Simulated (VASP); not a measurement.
# MnS (Fm-3m) in VASP: notebook

Runs on MnS. Level: PBE+U. Tasks: relaxation of cell and atoms, band structure.

Program: VASP 6.6.1. These are calculated values, not measurements. Logs are shortened: lines on timing, memory, paths and dates and some standing lists are left out, and cuts for length are marked.

## 1. The crystal as given

The structure is cubic, space group Fm-3m (No. 225). The conventional cell has a = 5.209 Å, b = 5.209 Å, c = 5.209 Å, α = 90.00°, β = 90.00°, γ = 90.00°. Mn (site symmetry m-3m) has 6 S at 2.60 Å as nearest neighbours. S (site symmetry m-3m) has 6 Mn at 2.60 Å as nearest neighbours.

## 2. Relaxation of cell and atoms, PBE+U, collinear spin, ferromagnetic start

The input, INCAR:

```
  PREC = Accurate
  ENCUT = 520
  EDIFF = 1E-7
  ISMEAR = 0
  SIGMA = 0.02
  LREAL = False
  LASPH = True
  NELM = 150
  ALGO = Normal
  ISIF = 3
  LWAVE = False
  LCHARG = False
  ISPIN = 2
  MAGMOM = 5 0
  LORBIT = 11
  LMAXMIX = 4
  LDAU = True
  LDAUTYPE = 2
  LDAUL = 2 -1
  LDAUU = 3.9 0
  LDAUJ = 0 0
  LDAUPRINT = 1
  GGA = PE
  IBRION = 2
  NSW = 80
  EDIFFG = -0.002
```

The input, KPOINTS:

```
regular mesh
0
Gamma
  10 10 10
```

The input, POSCAR:

```
MnS
1.0
    0.0000000000      2.6045000000      2.6045000000
    2.6045000000      0.0000000000      2.6045000000
    2.6045000000      2.6045000000      0.0000000000
Mn S
1 1
Direct
    0.0000000000      0.0000000000      0.0000000000
    0.5000000000      0.5000000000      0.5000000000
```

Potentials or basis: VASP PAW PBE potentials, release 64 (Mn_pv, S).

The run is started by

```bash
> cat potpaw_PBE.64/Mn_pv/POTCAR potpaw_PBE.64/S/POTCAR > POTCAR
> mpirun -np 1 vasp_std > vasp.out
```

OUTCAR:

```text
PREC = Accurate
   ENCUT = 520
   EDIFF = 1E-7
   ISMEAR = 0
   LREAL = False
   LASPH = True
   NELM = 150
   ISIF = 3
   ISPIN = 2
   LORBIT = 11
   GGA = PE
   IBRION = 2
   NSW = 80
   EDIFFG = -0.002

 ion  position               nearest neighbor table
   1  0.000  0.000  0.000-   2 2.60   2 2.60   2 2.60   2 2.60   2 2.60   2 2.60
   2  0.500  0.500  0.500-   1 2.60   1 2.60   1 2.60   1 2.60   1 2.60   1 2.60

  LATTYP: Found a face centered cubic cell.
 ALAT       =     5.2090000000

  Lattice vectors:

 A1 = (   0.0000000000,   2.6045000000,   2.6045000000)
 A2 = (   2.6045000000,   0.0000000000,   2.6045000000)
 A3 = (   2.6045000000,   2.6045000000,   0.0000000000)

Analysis of symmetry for initial positions (statically):
=====================================================================
 Subroutine PRICEL returns:
 Original cell was already a primitive cell.

 Routine SETGRP: Setting up the symmetry group for a
 face centered cubic supercell.

 Subroutine GETGRP returns: Found 48 space group operations
 (whereof 48 operations were pure point group operations)
 out of a pool of 48 trial point group operations.

The static configuration has the point symmetry O_h .

Analysis of symmetry for dynamics (positions and initial velocities):
=====================================================================
 Subroutine PRICEL returns:
 Original cell was already a primitive cell.

 Routine SETGRP: Setting up the symmetry group for a
 face centered cubic supercell.

 Subroutine GETGRP returns: Found 48 space group operations
 (whereof 48 operations were pure point group operations)
 out of a pool of 48 trial point group operations.

The dynamic configuration has the point symmetry O_h .

Analysis of structural, dynamic, and magnetic symmetry:
=====================================================================
 Subroutine PRICEL returns:
 Original cell was already a primitive cell.

 Routine SETGRP: Setting up the symmetry group for a
 face centered cubic supercell.

 Subroutine GETGRP returns: Found 48 space group operations
 (whereof 48 operations were pure point group operations)
[... 162 lines left out ...]
  --------------------------------------------------------------------------------------
  -------------------------------------------------------------------------------------
  Total        0.9308509      0.9308509      0.9308509      0.0000000      0.0000000     -0.0000000
  in kB       42.2073047     42.2073047     42.2073047      0.0000000      0.0000000     -0.0000000
  external PRESSURE =      42.2073047 kB  Pullay stress =       0.0000000 kB
[... 53 lines left out ...]
  FREE ENERGIE OF THE ION-ELECTRON SYSTEM (eV)
  ---------------------------------------------------
  free  energy   TOTEN  =       -12.9879331719 eV

  energy  without entropy=      -12.9879331719  energy(sigma->0) =      -12.98793317

atom =   1  type =  1  l = 2

 onsite density matrix

spin component  1

  0.9346  0.0000  0.0000  0.0000  0.0000
  0.0000  0.9346 -0.0000  0.0000  0.0000
  0.0000 -0.0000  0.9545 -0.0000 -0.0000
  0.0000  0.0000 -0.0000  0.9346 -0.0000
  0.0000  0.0000 -0.0000 -0.0000  0.9545

spin component  2

  0.0135 -0.0000  0.0000  0.0000 -0.0000
 -0.0000  0.0135  0.0000 -0.0000 -0.0000
  0.0000  0.0000  0.0706  0.0000  0.0000
  0.0000 -0.0000  0.0000  0.0135  0.0000
 -0.0000 -0.0000  0.0000  0.0000  0.0706

 occupancies and eigenvectors

  o =  0.0135  v =  0.0000  0.0000  0.0000  0.0000  0.0000 -0.0018 -0.9999  0.0000 -0.0125 -0.0000      0.0000  0.0000  0.0000  0.0000  0.0000  0.0000  0.0000  0.0000  0.0000  0.0000
  o =  0.0135  v =  0.0000  0.0000  0.0000  0.0000  0.0000  0.9999 -0.0016 -0.0000 -0.0138  0.0000      0.0000  0.0000  0.0000  0.0000  0.0000  0.0000  0.0000  0.0000  0.0000  0.0000
  o =  0.0135  v =  0.0000  0.0000  0.0000  0.0000  0.0000  0.0138 -0.0126  0.0000  0.9998 -0.0000      0.0000  0.0000  0.0000  0.0000  0.0000  0.0000  0.0000  0.0000  0.0000  0.0000
  o =  0.0706  v =  0.0000  0.0000  0.0000  0.0000  0.0000  0.0000  0.0000  0.0241 -0.0000 -0.9997      0.0000  0.0000  0.0000  0.0000  0.0000  0.0000  0.0000  0.0000  0.0000  0.0000
  o =  0.0706  v =  0.0000  0.0000  0.0000  0.0000  0.0000 -0.0000 -0.0000 -0.9997  0.0000 -0.0241      0.0000  0.0000  0.0000  0.0000  0.0000  0.0000  0.0000  0.0000  0.0000  0.0000
  o =  0.9346  v =  0.0000  0.0776  0.0000  0.9970  0.0000  0.0000  0.0000  0.0000  0.0000  0.0000      0.0000  0.0000  0.0000  0.0000  0.0000  0.0000  0.0000  0.0000  0.0000  0.0000
  o =  0.9346  v =  1.0000  0.0000  0.0000  0.0000  0.0000  0.0000  0.0000  0.0000  0.0000  0.0000      0.0000  0.0000  0.0000  0.0000  0.0000  0.0000  0.0000  0.0000  0.0000  0.0000
  o =  0.9346  v =  0.0000 -0.9970 -0.0000  0.0776  0.0000  0.0000  0.0000  0.0000  0.0000  0.0000      0.0000  0.0000  0.0000  0.0000  0.0000  0.0000  0.0000  0.0000  0.0000  0.0000
  o =  0.9545  v =  0.0000 -0.0000 -0.0194  0.0000 -0.9998  0.0000  0.0000  0.0000  0.0000  0.0000      0.0000  0.0000  0.0000  0.0000  0.0000  0.0000  0.0000  0.0000  0.0000  0.0000
  o =  0.9545  v =  0.0000 -0.0000  0.9998  0.0000 -0.0194  0.0000  0.0000  0.0000  0.0000  0.0000      0.0000  0.0000  0.0000  0.0000  0.0000  0.0000  0.0000  0.0000  0.0000  0.0000

--------------------------------------- Ionic step        3  -------------------------------------------

 number of electron      19.0000001 magnetization       5.0000000

 Free energy of the ion-electron system (eV)
  ---------------------------------------------------
  ext. energy  EPLUGINS =         0.00000000
  ---------------------------------------------------
  free energy    TOTEN  =       -12.99093776 eV

  energy without entropy =      -12.99093776  energy(sigma->0) =      -12.99093776

 E-fermi :   5.9928     XC(G=0): -10.3688

 val. band max:        5.7904106197   @ k =   0.5000   0.0000   0.0000
 cond. band min:       6.6286976099   @ k =   0.5000   0.5000   0.0000
 fundamental gap:      0.8382869902
 Fermi energy:         5.9928468881

 spin component 1

 k-point     1 :       0.0000    0.0000    0.0000
  band No.  band energies     occupation
      1     -44.8448      1.00000
      2     -44.8448      1.00000
      3     -44.8448      1.00000
      4      -7.9465      1.00000
      5       1.0417      1.00000
      6       1.0417      1.00000
[... 936 lines left out ...]
  FREE ENERGIE OF THE ION-ELECTRON SYSTEM (eV)
  ---------------------------------------------------
  free  energy   TOTEN  =       -12.9909377626 eV

  energy  without entropy=      -12.9909377626  energy(sigma->0) =      -12.99093776

 reached required accuracy - stopping structural energy minimisation

 total charge

# of ion       s       p       d       tot
------------------------------------------
    1        0.211   6.156   4.878  11.245
    2        1.321   2.443   0.000   3.765
--------------------------------------------------
tot          1.533   8.599   4.878  15.009

 magnetization (x)

# of ion       s       p       d       tot
------------------------------------------
    1        0.048   0.035   4.521   4.604
    2        0.020   0.057   0.000   0.077
--------------------------------------------------
tot          0.068   0.093   4.521   4.681
```

It took 59 s on 1 thread of Intel Xeon 6975P-C (Granite Rapids), shared host; peak memory 0.2 GiB.

What came out:

- Free energy: -12.9909 eV
- Relaxed volume: 18.54 Å³/atom
- Relaxed cell: a = 3.743 Å, b = 3.743 Å, c = 3.743 Å, α = 60.00°, β = 60.00°, γ = 60.00°
- Space group after relaxing (to 0.05 Å): Fm-3m (No. 225)
- Energy gained by relaxing: 11.0 meV/atom
- Ionic steps: 3
- Pressure after relaxing: 0.0 GPa
- Band gap on the k mesh: 0.84 eV, indirect (least direct gap 2.72 eV)
- Net moment: 5.00 μB per cell
- Site moments: Mn +4.60; S +0.08 μB
- Valence electrons inside the program's atomic spheres: Mn 11.24; S 3.77

Step by step:
| step | energy change (eV) | largest force (eV/Å) | pressure (GPa) | volume (Å³) |
| --- | --- | --- | --- | --- |
| 1 | 0.0000 | 0.0000 | 4.22 | 35.33 |
| 2 | -0.0191 | 0.0000 | -1.39 | 37.77 |
| 3 | -0.0221 | 0.0000 | 0.01 | 37.08 |

Final structure:
```
Mn S
1.0
     0.00000    2.64674    2.64674
     2.64674    0.00000    2.64674
     2.64674    2.64674    0.00000
Mn S
1 1
Direct
  0.00000 0.00000 0.00000
  0.50000 0.50000 0.50000
```

Eigenvalues of the final occupation matrices:
| site | spin | trace | eigenvalues |
| --- | --- | --- | --- |
| site 1 d | 1 | 4.71 | 0.93 0.93 0.93 0.95 0.95 |
| site 1 d | 2 | 0.18 | 0.01 0.01 0.01 0.07 0.07 |

Caveat: a cell with one magnetic atom can't hold antiferromagnetic order, which such compounds often take.

(Part 1 of 3 ends here.)
